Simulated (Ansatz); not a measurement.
Runs of Ansatz 0.2.0 on SrO. The structure is cubic, space group Fm-3m (No. 225). The conventional cell has a = 5.133 Å, b = 5.133 Å, c = 5.133 Å, α = 90.00°, β = 90.00°, γ = 90.00°. Sr (site symmetry m-3m) has 6 O at 2.57 Å as nearest neighbours. O (site symmetry m-3m) has 6 Sr at 2.57 Å as nearest neighbours. 

```tsv
cell	gap on the mesh (eV)	pressure (GPa)
relaxed to 20 GPa	(b)	20.0
relaxed to 5 GPa	3.36	5.0
relaxed to 30 GPa	(a)	30.0
relaxed to 10 GPa	3.33	10.0
relaxed to 2 GPa	3.37	2.0
relaxed	3.38	0.0
```

Alike in all rows: task relaxation of cell and atoms; level PBE; potentials or basis all-electron LAPW, scalar-relativistic; no spin polarisation; k mesh 9 × 9 × 9; smearing fermi-dirac 0.05 eV; basis error allowed 0.001 eV/atom.

Task: Fill in the values left out.

Result: (a) 3.10; (b) 3.24.

Caveats: an odd mesh through Γ misses points on the zone boundary, where band edges often lie.

A k mesh can miss the band edges, and the runs leave out spin-orbit coupling on Sr.
